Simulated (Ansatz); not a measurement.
The system is Y.

```xyz
1
Lattice="0.0000 2.5520 2.5520 2.5520 0.0000 2.5520 2.5520 2.5520 0.0000" Properties=species:S:1:pos:R:3 pbc="T T T"
Y     0.0000    0.0000    0.0000
```

This isn't the form of Y at room conditions, which is hcp.

* Program: Ansatz 0.2.0
* Task: relaxation of cell and atoms
* Functional: revPBE
* Dispersion: D3(BJ)
* Potentials or basis: all-electron LAPW, inner shells corrected to Dirac's equation
* Basis error allowed: 0.001 eV/atom
* k mesh: 9 × 9 × 9
* Occupations: gaussian, width 0.15 eV
* Spin: collinear spin, random start
* Starting moments: [1.0] μB
* Fixed moment: 1 μB

At the start: volume 33.24 Å³/atom.

**Question.** Where does the relaxation end?

**Answer.** Over 4 steps the energy falls by 2.9 meV/atom and the volume is 32.36 Å³/atom (-2.7 %); space group Fm-3m (No. 225, to 0.05 Å).

The path:
| step | energy change (eV) | largest force (eV/Å) | volume (Å³) |
| --- | --- | --- | --- |
| 1 | 0.0000 | 0.0000 | 33.24 |
| 2 | -0.0029 | 0.0000 | 32.43 |
| 3 | -0.0029 | 0.0000 | 32.36 |
| 4 | -0.0029 | 0.0000 | 32.36 |

Final structure:
```xyz
1
Lattice="0.0000 2.5291 2.5291 2.5291 0.0000 2.5291 2.5291 2.5291 0.0000" Properties=species:S:1:pos:R:3 pbc="T T T"
Y     0.0000    0.0000    0.0000
```

Caveat: the total moment is fixed, so each spin has its own Fermi level.
